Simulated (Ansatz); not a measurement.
Input and command of a plane-wave DFT calculation in Ansatz:

```yaml
crystal:
  lattice:
    - [2.5031935029, 0.0, 0.0]
    - [-1.2515967514, 2.1678291641, 0.0]
    - [0.0, 0.0, 4.1688841719]
  atoms:
    - { symbol: C, position: [0.3660321066, 0.6196893545, 0.0550605108] }
    - { symbol: C, position: [0.6603401345, 0.3193614577, 0.5675245432] }
    - { symbol: C, position: [0.3734200911, 0.7361408994, 0.445036095] }
    - { symbol: C, position: [0.6002076678, 0.3248082883, 0.932378851] }
basis:
  ecutwfc: 500
kpoints:
  mp_grid: { grid: [12, 12, 6] }
hamiltonian:
  xc: r2scan
scf:
  occupations: { method: gaussian, width: 0.05 }
output:
  forces: true
  stress: true
  eigenvalues: true
```

```bash
ansatz run input.yaml --threads 1 --pin off --max-ram 2560MiB --backend cpu --events-out ev --progress --plain --runs-dir out
```

Processor: Arm Neoverse V1, 1 thread, on a host shared with other jobs.

Problem. Estimate time, memory and problem size.

Solution. About 28 s on 1 thread of Arm Neoverse V1, on a shared host, peak memory 0.49 GiB. It solves 12 bands at 436 k points (the mesh reduced by symmetry) with about 573 plane waves, in 7 SCF iterations.
